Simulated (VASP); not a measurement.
**A VASP 6.6.1 single-point calculation on HgTe**

INCAR

```
GGA = PE
LCHARG = .FALSE.
PREC = Accurate
NSW = 0
ISIF = 2
SIGMA = 0.2
LASPH = .TRUE.
EDIFF = 1E-7
ISMEAR = -4
LREAL = .FALSE.
IBRION = -1
NELM = 100
LWAVE = .FALSE.
ENCUT = 520
NBANDS = 33
```

KPOINTS

```
KPOINTS created by Atomic Simulation Environment
0
Gamma
6 6 6
0 0 0
```

POSCAR

```
Hg Te
 1.0000000000000000
     0.0000000000000000    3.2562663073999998    3.2562663073999998
     3.2562663073999998    0.0000000000000000    3.2562663073999998
     3.2562663073999998    3.2562663073999998    0.0000000000000000
 Hg  Te
   1   1
Cartesian
  0.0000000000000000  0.0000000000000000  0.0000000000000000
  1.6281331536999999  1.6281331536999999  1.6281331536999999
```

The recommended PBE PAW datasets give the neutral cell 18 valence electrons.

Command

```
mpirun -np 1 vasp_std
```

Question: How does this run end, and what does it give?

Answer: It converged. Results: gap between bands v and c on the k mesh 0.00 eV; least direct gap on the k mesh 0.00 eV; pressure 2.7 GPa. Band v is the last that the valence electrons fill when counted band by band, and c is the next.

OSZICAR

```
N       E                     dE             d eps       ncg     rms          rms(c)
DAV:   1     0.121645920433E+03    0.12165E+03   -0.71378E+03  1080   0.471E+02
DAV:   2     0.130367865424E+01   -0.12034E+03   -0.10515E+03  1230   0.136E+02
DAV:   3    -0.377758405099E+01   -0.50813E+01   -0.50370E+01  1316   0.293E+01
DAV:   4    -0.381365588941E+01   -0.36072E-01   -0.36062E-01  1224   0.237E+00
DAV:   5    -0.381427775296E+01   -0.62186E-03   -0.62185E-03  1316   0.307E-01    0.727E+00
DAV:   6    -0.361364597997E+01    0.20063E+00   -0.15092E-01  1280   0.407E+00    0.550E+00
DAV:   7    -0.360404688528E+01    0.95991E-02   -0.42352E-02  1278   0.880E-01    0.230E+00
DAV:   8    -0.360362630549E+01    0.42058E-03   -0.77422E-03  1237   0.528E-01    0.235E-01
DAV:   9    -0.360360101152E+01    0.25294E-04   -0.18744E-04  1311   0.860E-02    0.125E-01
DAV:  10    -0.360364680841E+01   -0.45797E-04   -0.85695E-05  1194   0.382E-02    0.205E-02
DAV:  11    -0.360365582083E+01   -0.90124E-05   -0.97027E-06  1277   0.137E-02    0.106E-02
DAV:  12    -0.360365653810E+01   -0.71727E-06   -0.85960E-07  1227   0.519E-03    0.368E-03
DAV:  13    -0.360365696340E+01   -0.42530E-06   -0.50226E-07  1189   0.328E-03    0.528E-04
DAV:  14    -0.360365693430E+01    0.29106E-07   -0.51357E-08  1246   0.806E-04
   1 F= -.36036569E+01 E0= -.36036569E+01  d E =0.000000E+00
```

For comparison, a separate PBE run of the intended cell, on usual settings and not on those above, gives a gap of 0.00 eV on its mesh and a pressure of 2.7 GPa.
